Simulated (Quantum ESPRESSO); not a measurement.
## GaN in Quantum ESPRESSO: convergence with k mesh

The system is GaN.

```
Ga N
1.0
     3.18000    0.00000    0.00000
    -1.59000    2.75396    0.00000
     0.00000    0.00000    5.16600
Ga N
2 2
Direct
  0.67793 0.33774 0.49895
  0.34599 0.66972 0.01059
  0.67025 0.34254 0.87619
  0.33420 0.65293 0.37421
```

The cell isn't the ideal one: atoms moved at random, drawn with an rms of 0.05 Å.

```yaml
Program: Quantum ESPRESSO 7.5
Task: single point
Functional: PBE
Potentials_or_basis: JTH 2.0 PBE
Cutoff: 544 eV
Density_cutoff: 3265 eV
k_mesh: 1 × 1 × 1
Occupations: fermi-dirac, width 0.136 eV
Spin: no spin polarisation
```

These are the settings of the first run; the series varies k mesh, with any setting tied to it.

Hardware: 1 thread of Intel(R) Xeon(R) 6975P-C (Granite Rapids), with other jobs on the host.

Problem. The values tried are 1 × 1 × 1, 2 × 2 × 1, 4 × 4 × 2, 5 × 5 × 2, 6 × 6 × 3, 7 × 7 × 4, 8 × 8 × 4, 10 × 10 × 5, 11 × 11 × 6, loosest first. From which on does the energy stay within 1 meV/atom of the tightest run that finished?

Solution. From 7 × 7 × 4 on.

| k mesh | energy less the tightest run, at zero smearing (meV/atom) | largest force (eV/Å) | gap on the mesh (eV) | SCF cycles | CPU time (s) | peak memory (GiB) |
| --- | --- | --- | --- | --- | --- | --- |
| 1 × 1 × 1 | 4217.52 | 2.412 | 1.068 | 11 | 6.6 | 0.11 |
| 2 × 2 × 1 | 301.97 | 1.457 | 1.742 | 10 | 6.7 | 0.11 |
| 4 × 4 × 2 | 16.79 | 1.519 | 1.832 | 10 | 11 | 0.12 |
| 5 × 5 × 2 | 4.20 | 1.522 | 1.839 | 10 | 12 | 0.12 |
| 6 × 6 × 3 | 1.70 | 1.519 | 1.840 | 10 | 18 | 0.14 |
| 7 × 7 × 4 | 0.37 | 1.520 | 1.841 | 10 | 28 | 0.16 |
| 8 × 8 × 4 | 0.06 | 1.520 | 1.841 | 10 | 35 | 0.18 |
| 10 × 10 × 5 | -0.04 | 1.520 | 1.842 | 10 | 61 | 0.24 |
| 11 × 11 × 6 | 0.00 | 1.520 | 1.842 | 10 | 86 | 0.3 |

Against the tightest run, the largest force stays within 0.005 eV/Å from 4 × 4 × 2 on; the gap on the mesh stays within 0.01 eV from 4 × 4 × 2 on. Meshes of other sizes hit other points, so gaps and Fermi surfaces needn't settle smoothly. The tightest run that finished is the yardstick and may itself not be fully converged.
